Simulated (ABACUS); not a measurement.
# Mo: equation of state with PBE

The system is Mo.

```xyz
1
Lattice="-1.5838 1.5838 1.5838 1.5838 -1.5838 1.5838 1.5838 1.5838 -1.5838" Properties=species:S:1:pos:R:3 pbc="T T T"
Mo    0.0000    0.0000    0.0000
```

* Program: ABACUS 3.10.1
* Task: equation of state
* Functional: PBE
* Potentials or basis: PseudoDojo NC SR 0.5 PBE standard
* Cutoff: 1361 eV
* Density cutoff: 5442 eV
* Basis: DZP LCAO (the cutoffs set its grid)
* k mesh: 11 × 11 × 11
* Occupations: fermi-dirac, width 0.05 eV
* Spin: no spin polarisation
* Orbital files: Mo Mo_confined-atom_7au_3s2p2d1f.orb
* Radial cutoff of the potentials (pseudo_rcut): 10 bohr
* SCF threshold on the density: 1e-07
* Max SCF steps: 100
* Eigensolver: scalapack_gvx
* Mixing: broyden
* Mixing share: 0.7
* Symmetry key: 1

| Quantity | Value |
| --- | --- |
| Equilibrium volume | 15.86 Å³/atom |
| Bulk modulus | 251 GPa |
| Pressure derivative of the bulk modulus | 3.9 (rough: it moves with the points fitted) |

Energy against volume, from the lowest point:
| volume (Å³/atom) | energy (meV/atom) |
| --- | --- |
| 14.938 | 42.04 |
| 15.574 | 0.00 |
| 16.209 | 1.72 |
| 16.845 | 39.43 |

All runs of the series together: 16 s on 4 threads of Intel(R) Xeon(R) Platinum 8488C (Sapphire Rapids) (shared host).

Caveat: the atomic orbitals were generated for these runs and aren't a published set; the basis of atomic orbitals isn't converged, which shifts pressures, moduli and gaps.
